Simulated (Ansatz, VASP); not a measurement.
**One calculation of SnO2, two programs**

```
CELL_PARAMETERS angstrom
0.00000 2.39065 2.39065
2.39065 0.00000 2.39065
2.39065 2.39065 0.00000
ATOMIC_POSITIONS crystal
Sn 0.00000 0.00000 0.00000
O 0.25000 0.25000 0.25000
O 0.75000 0.75000 0.75000
```

Alike in both runs: functional PBE; k mesh 12 × 12 × 12; occupations fermi-dirac, width 0.05 eV; no spin polarisation.

Ansatz relaxed the structure, and its values are those at the end. VASP's run is a single point on that final structure, the one shown.

|  | VASP | Ansatz |
| --- | --- | --- |
| version | VASP 6.6.1 | Ansatz 0.2.0 |
| potentials or method | VASP PAW PBE potentials, release 64 (Sn_d, O), cutoff 520 eV | all-electron LAPW, scalar-relativistic |

VASP gave:

| Item | Value |
| --- | --- |
| gap on the k mesh at the Fermi level (eV) | 2.18 |

Q: Estimate Ansatz's values.

A: gap on the k mesh at the Fermi level (eV): 2.20.

Ansatz ran all-electron here, so the differences hold the error of VASP's frozen core and of both bases.

Caveats: spin-orbit coupling is left out, which moves the levels of the heavy elements. A k mesh can miss the band edges. PBE gaps usually lie below the measured ones, often by a third to a half.
